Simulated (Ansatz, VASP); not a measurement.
**BN in VASP and in Ansatz**

```xyz
2
Lattice="0.0000 1.6262 1.6262 1.6262 0.0000 1.6262 1.6262 1.6262 0.0000" Properties=species:S:1:pos:R:3 pbc="T T T"
B     0.0000    0.0000    0.0000
N     1.6262    1.6262    1.6262
```

Change from the starting cell: volume scaled by 0.8, LAPW.

Alike in both runs: task single point; functional PBE; k mesh 15 × 15 × 15; occupations fermi-dirac, width 0.08 eV; no spin polarisation.

|  | VASP | Ansatz |
| --- | --- | --- |
| version | VASP 6.6.1 | Ansatz 0.2.0 |
| potentials or method | VASP PAW PBE potentials, release 64 (B, N), cutoff 520 eV | all-electron LAPW, scalar-relativistic |

|  | VASP | Ansatz | Ansatz less VASP |
| --- | --- | --- | --- |
| gap on the k mesh at the Fermi level (eV) | 3.02 | 3.02 | +0.002 |
| pressure (GPa) | 130.4 | 130.2 | -0.25 |

Ansatz ran all-electron here, so the differences hold the error of VASP's frozen core and of both bases.

Caveats: the cell as given lies far from equilibrium; so large a pressure means that the cell lies far from this level's equilibrium, or that cutoff or potentials fall short (VASP); an odd mesh through Γ misses points on the zone boundary, where band edges often lie.
